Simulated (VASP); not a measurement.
CrO2, 6 atoms in the cell. It takes space group P4_2/mnm (No. 136, tetragonal). The conventional cell has a = 4.421 Å, b = 4.421 Å, c = 2.917 Å, α = 90.00°, β = 90.00°, γ = 90.00°. Cr (site symmetry mmm) has 6 O at 1.88 to 1.92 Å as nearest neighbours. Around O (site symmetry m2m) lie 3 Cr at 1.88 to 1.92 Å. 

| Item | Value |
| --- | --- |
| Program | VASP 6.6.1 |
| Task | single point |
| Functional | HSE06 |
| Potentials or basis | VASP PAW PBE potentials, release 64 (Cr_pv, O) |
| Cutoff | 450 eV |
| k mesh | 3 × 3 × 4 |
| Occupations | gaussian, width 0.05 eV |
| Spin | collinear spin, ferromagnetic start |
| Starting moments | [3.0, 3.0, 0.0, 0.0, 0.0, 0.0] μB |
| Grid for exact exchange (PRECFOCK) | Fast |
| Screening parameter | 0.2 1/A |
| Further INCAR settings | ALGO = Normal; EDIFF = 1e-07 |

Potentials or basis: VASP PAW PBE potentials, release 64 (Cr_pv, O).

The run is started by

```sh
$ cat potpaw_PBE.64/Cr_pv/POTCAR potpaw_PBE.64/O/POTCAR > POTCAR
$ cp INCAR.step1 INCAR
$ mpirun -np 1 vasp_std > vasp.out
$ cp INCAR.step2 INCAR
$ mpirun -np 1 vasp_std > vasp.out
```

Hardware: 1 thread of AMD EPYC 7R13 Processor (Zen 3) (shared host).

Q: How long does it take, and how much memory?

A: It took 37 min on 1 thread of AMD EPYC 7R13 Processor (Zen 3), on a shared host, peak memory 0.25 GiB. Counts: scf iterations 26, k points 9.
